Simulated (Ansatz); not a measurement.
# How an unstable MgH2 structure lowers its energy

Theory: Ansatz, DFT PBE, scalar-relativistic, plane waves, PAW. All cells share a 420 eV cutoff and Γ-centred k meshes spaced at most 0.3 Å⁻¹ (0.19 for metals, 2π included).

The start was the cubic Laves (C15) type (Fd-3m, No. 227), relaxed within its symmetry. A cell of 6 atoms (1 times the primitive one) was then disturbed at random, relaxed without symmetry and relaxed once more on a fine mesh. The k mesh leaves about 4 meV/atom of noise in metals.

Before:

```
Mg H
1.0
     0.00000    2.97143    2.97143
     2.97143    0.00000    2.97143
     2.97143    2.97143    0.00000
Mg H
2 4
Direct
  0.00000 0.00000 0.00000
  0.25000 0.25000 0.25000
  0.62500 0.62500 0.62500
  0.12500 0.62500 0.62500
  0.62500 0.62500 0.12500
  0.62500 0.12500 0.62500
```

After:

Space group I4_1/amd:1 (No. 141). a = 3.811 Å, b = 3.811 Å, c = 9.451 Å, α = 90.00°, β = 90.00°, γ = 90.00°
```json
{"atom": "Mg", "site": "4b", "symmetry": "-4m2", "x": "0.5000", "y": "0.0000", "z": "0.2500"}
{"atom": "H", "site": "8e", "symmetry": "2mm.", "x": "0.5000", "y": "0.0000", "z": "0.4603"}
```

Q: Is this a distortion of the same structure or a reconstruction, and what lowers the energy?

A: A reconstruction, from Fd-3m (No. 227) to I4_1/amd (No. 141). H–Mg bonds form, at 1.94 Å; the metal becomes a semiconductor on the mesh (3.52 eV). The result is the anatase structure.

Q: What does it gain?

A: 868 meV/atom, with the volume going from 8.75 to 11.44 Å³/atom. Against the elements the energy goes from 0.72 to -0.15 eV/atom.

Cost: 4 runs of about 5.4 core-minutes in all, on Intel Xeon 6975P-C (Granite Rapids) (shared hosts).